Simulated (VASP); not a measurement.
# GaP in VASP 6.6.1, single-point calculation

INCAR

```
ISMEAR = 1
NELM = 71
GGA = PE
LREAL = .FALSE.
ISIF = 2
LCHARG = .FALSE.
NSW = 0
NBANDS = 16
SIGMA = 0.3
LWAVE = .FALSE.
ENCUT = 520
EDIFF = 1E-7
IBRION = -1
PREC = Accurate
LASPH = .TRUE.
```

KPOINTS

```
KPOINTS created by Atomic Simulation Environment
0
Gamma
8 8 8
0 0 0
```

POSCAR

```
Ga P
 1.0000000000000000
     0.0000000000000000    2.7253992946999999    2.7253992946999999
     2.6436373157999999    0.0000000000000000    2.7253992946999999
     2.6436373157999999    2.7253992946999999    0.0000000000000000
 Ga  P
   1   1
Cartesian
  0.0000000000000000  0.0000000000000000  0.0000000000000000
  1.3218186579000000  1.3626996473499999  1.3626996473499999
```

The recommended PBE PAW datasets give the neutral cell 18 valence electrons.

Command

```
mpirun -np 1 vasp_std
```

OSZICAR

```
N       E                     dE             d eps       ncg     rms          rms(c)
DAV:   1     0.809754935437E+02    0.80975E+02   -0.90228E+03  2000   0.164E+03
DAV:   2    -0.307900004821E+01   -0.84054E+02   -0.80027E+02  2152   0.317E+02
DAV:   3    -0.926671745210E+01   -0.61877E+01   -0.61672E+01  2368   0.657E+01
DAV:   4    -0.935845675480E+01   -0.91739E-01   -0.91723E-01  2392   0.857E+00
DAV:   5    -0.936005794705E+01   -0.16012E-02   -0.16011E-02  2424   0.102E+00    0.440E+00
DAV:   6    -0.911007968909E+01    0.24998E+00   -0.38020E-01  2904   0.109E+01    0.293E+00
DAV:   7    -0.908036263352E+01    0.29717E-01   -0.10141E-01  2552   0.219E+00    0.115E+00
DAV:   8    -0.908059787240E+01   -0.23524E-03   -0.13668E-02  2232   0.142E+00    0.223E-01
DAV:   9    -0.908099015879E+01   -0.39229E-03   -0.13268E-03  2472   0.486E-01    0.769E-02
DAV:  10    -0.908105455293E+01   -0.64394E-04   -0.11116E-04  2928   0.125E-01    0.361E-02
DAV:  11    -0.908112128571E+01   -0.66733E-04   -0.89388E-05  2264   0.774E-02    0.519E-03
DAV:  12    -0.908112100175E+01    0.28397E-06   -0.24498E-06  2376   0.202E-02    0.354E-03
DAV:  13    -0.908112127913E+01   -0.27738E-06   -0.79136E-07  2504   0.743E-03    0.199E-03
DAV:  14    -0.908112130275E+01   -0.23619E-07   -0.21670E-08  1688   0.114E-03
   1 F= -.90811213E+01 E0= -.90816488E+01  d E =0.158239E-02
```

From OUTCAR

```
k-points           NKPTS =     59   k-points in BZ     NKDIM =     59   number of bands    NBANDS=     16

   NELECT =      18.0000    total number of electrons

   dimension x,y,z NGX =    30 NGY =   28 NGZ =   28
   dimension x,y,z NGXF=    60 NGYF=   56 NGZF=   56

  energy-cutoff  :      520.00
  volume of cell :       39.27
      direct lattice vectors                 reciprocal lattice vectors
     0.000000000  2.725399295  2.725399295    -0.189133357  0.183459356  0.183459356
     2.643637316  0.000000000  2.725399295     0.189133357 -0.183459356  0.183459356
     2.643637316  2.725399295  0.000000000     0.189133357  0.183459356 -0.183459356

 k-points in reciprocal lattice and weights: KPOINTS created by Atomic Simulation Env
   0.00000000  0.00000000  0.00000000       0.002
   0.12500000 -0.00000000 -0.00000000       0.016
   0.25000000 -0.00000000 -0.00000000       0.016
   0.37500000 -0.00000000 -0.00000000       0.016
   0.50000000 -0.00000000 -0.00000000       0.008
   0.12500000  0.12500000  0.00000000       0.008
   0.25000000  0.12500000 -0.00000000       0.031
   0.37500000  0.12500000 -0.00000000       0.031
   ...

 E-fermi :   5.0674

 k-point     1 :       0.0000    0.0000    0.0000
  band No.  band energies     occupation
      1      -9.6423      2.00000
      2      -9.6423      2.00000
      3      -9.6333      2.00000
      4      -9.5327      2.00000
      5      -9.5283      2.00000
      6      -7.7548      2.00000
      7       4.9118      1.76020
      8       4.9118      1.76020
      9       5.0773      0.94420
     10       7.0400     -0.00000
     11       8.8107     -0.00000
     12       8.8749     -0.00000
     13       8.8750     -0.00000
     14      13.9008      0.00000
     15      14.5182      0.00000
     16      15.0588      0.00000

 k-point     2 :       0.1250   -0.0000   -0.0000
  band No.  band energies     occupation
      1      -9.6559      2.00000
      2      -9.6371      2.00000
      3      -9.6307      2.00000
      4      -9.5330      2.00000
      5      -9.5280      2.00000
      6      -7.5439      2.00000
      7       3.3300      2.00000
      8       4.6575      2.06587
      9       4.7974      2.02279
     10       7.5792     -0.00000
     11       9.1798     -0.00000
     12       9.2292     -0.00000
     13       9.5354     -0.00000
     14      13.9473      0.00000
     15      14.3199      0.00000
     16      14.8432      0.00000

 k-point     3 :       0.2500   -0.0000   -0.0000
  band No.  band energies     occupation
      1      -9.6897      2.00000
      2      -9.6260      2.00000
      3      -9.6203      2.00000
      4      -9.5324      2.00000
      5      -9.5256      2.00000
      6      -6.9464      2.00000
      7       1.0239      2.00000
      8       4.1810      2.00024
      9       4.3721      2.00503
     10       7.2179     -0.00000
     11       9.6835     -0.00000
     12       9.7729     -0.00000
     13      11.4842      0.00000
     14      13.9107      0.00000
     15      14.0144      0.00000
     16      15.0326      0.00000

 ...

  Total        1.6316805      1.1234659      1.1234659      0.0000000      0.0000000      0.0000000
  in kB       66.5661674     45.8330031     45.8330031      0.0000000      0.0000000      0.0000000
  external PRESSURE =      52.7440579 kB  Pullay stress =       0.0000000 kB

 POSITION                                       TOTAL-FORCE (eV/Angst)
 -----------------------------------------------------------------------------------
      0.00000      0.00000      0.00000        -0.000000     -0.000000     -0.000000
      1.32182      1.36270      1.36270         0.000000      0.000000      0.000000
 -----------------------------------------------------------------------------------
    total drift:                                0.000005     -0.000001     -0.000001

  FREE ENERGIE OF THE ION-ELECTRON SYSTEM (eV)
  ---------------------------------------------------
  free  energy   TOTEN  =        -9.0811213028 eV

  energy  without entropy=       -9.0827036941  energy(sigma->0) =       -9.08164877
```

It converged. Results: gap between bands v and c on the k mesh 1.30 eV; least direct gap on the k mesh 1.96 eV; pressure 5.3 GPa. Band v is the last that the valence electrons fill when counted band by band, and c is the next.

For comparison, a separate PBE run of the intended cell, on usual settings and not on those above, gives a gap of 1.30 eV on its mesh and a pressure of 5.3 GPa.

The run above took about 39 s on one core of a shared host (Intel Xeon Platinum 8488C) and held 0.18 GiB at most.
